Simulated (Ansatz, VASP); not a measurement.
## Two plane-wave programs on Ca

The input INCAR:

```
SYSTEM = Ca
  PREC = Accurate
  ENCUT = 520
  EDIFF = 1E-6
  ISMEAR = 0
  SIGMA = 0.15
  LREAL = .False.
  LASPH = .True.
  NELM = 100
  ALGO = Fast
  ISIF = 2
  LWAVE = .False.
  LCHARG = .False.
  NBANDS = 11
```

KPOINTS

```
Automatic mesh
0
Gamma
  16 16 16
  0 0 0
```

Contents of POSCAR:

```
Ca
1.0
   -2.3520000000      2.3520000000      2.3520000000
    2.3520000000     -2.3520000000      2.3520000000
    2.3520000000      2.3520000000     -2.3520000000
Ca
1
Direct
    0.0000000000      0.0000000000      0.0000000000
```

Input for Ansatz:

```yaml
crystal:
  lattice:
    - [-2.352, 2.352, 2.352]
    - [2.352, -2.352, 2.352]
    - [2.352, 2.352, -2.352]
  atoms:
    - { symbol: Ca, position: [0.0, 0.0, 0.0] }
basis:
  ecutwfc: 420
kpoints:
  mp_grid: { grid: [16, 16, 16] }
hamiltonian:
  xc: lda
scf:
  occupations: { method: gaussian, width: 0.15 }
output:
  forces: true
  stress: true
  eigenvalues: true
```

Change from the starting cell: strain +0.050 along x and y, +0.050 along z, atoms carried along.

Alike in both runs: task single point; functional LDA; k mesh 16 × 16 × 16; occupations gaussian, width 0.15 eV; no spin polarisation.

|  | VASP | Ansatz |
| --- | --- | --- |
| version | VASP 6.6.1 | Ansatz 0.2.0 |
| potentials or method | VASP PAW LDA potentials, release 64 (Ca_sv) | scalar-relativistic, plane waves, PAW |
| plane-wave cutoff (eV) | 520 | 420 |
| valence electrons in the cell | 10 | 10 |

```tsv
	VASP	Ansatz	Ansatz less VASP
gap on the k mesh at the Fermi level (eV)	none	none	-
pressure (GPa)	-3.6	-3.6	+0.01
```

A gap of «none» marks a metal or a gap that the smearing closes.
